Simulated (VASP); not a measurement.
Set up this calculation in VASP 6.6.1, as the native input.

```
Task                   : optical spectrum
Functional             : PBE
Potentials or basis    : VASP PAW PBE potentials, release 64 (Sb)
Cutoff                 : 520 eV
k mesh                 : 9 × 9 × 5
Occupations            : gaussian, width 0.02 eV
Spin                   : no spin polarisation
Further INCAR settings : ALGO = Fast; EDIFF = 1e-06; NBANDS = 29
```

The structure of Sb lies in POSCAR:

```
Sb
1.0
    3.3545324186      0.0000000000      0.0000000000
   -1.6772662093      2.9051102923      0.0000000000
    0.0000000000      0.0000000000      5.4701606500
Sb
2
Direct
    0.6666666667      0.3333333333      0.7500000000
    0.3333333333      0.6666666667      0.2500000000
```

This isn't the form of Sb at room conditions, which is rhombohedral.

One way to write it, as run:

INCAR

```
ALGO = Fast
CSHIFT = 0.05
EDIFF = 1E-6
ENCUT = 520
GGA = PE
ISIF = 2
ISMEAR = 0
LASPH = T
LCHARG = F
LOPTICS = T
LREAL = F
LWAVE = F
NBANDS = 29
NEDOS = 2000
NELM = 100
PREC = Accurate
SIGMA = 0.02
```

KPOINTS

```
k-points
0
Gamma
  9 9 5
```

Potentials or basis: VASP PAW PBE potentials, release 64 (Sb).

Launch:

```console
$ cat potpaw_PBE.64/Sb/POTCAR > POTCAR
$ mpirun -np 1 vasp_std > vasp.out
```

Results of the run:

```json
{
 "Pressure": "1.3 GPa",
 "Band gap on the k mesh": "none (metal or under the smearing width)"
}
```

Caveat: spectra need much finer meshes, so this one isn't converged; independent-particle spectra lack excitons; the intraband (Drude) part of a metal's response may be missing.

Run time: 33 s on 1 thread of Intel(R) Xeon(R) Platinum 8375C CPU @ 2.90GHz (Ice Lake), with other jobs on the host, peak memory 0.22 GiB.
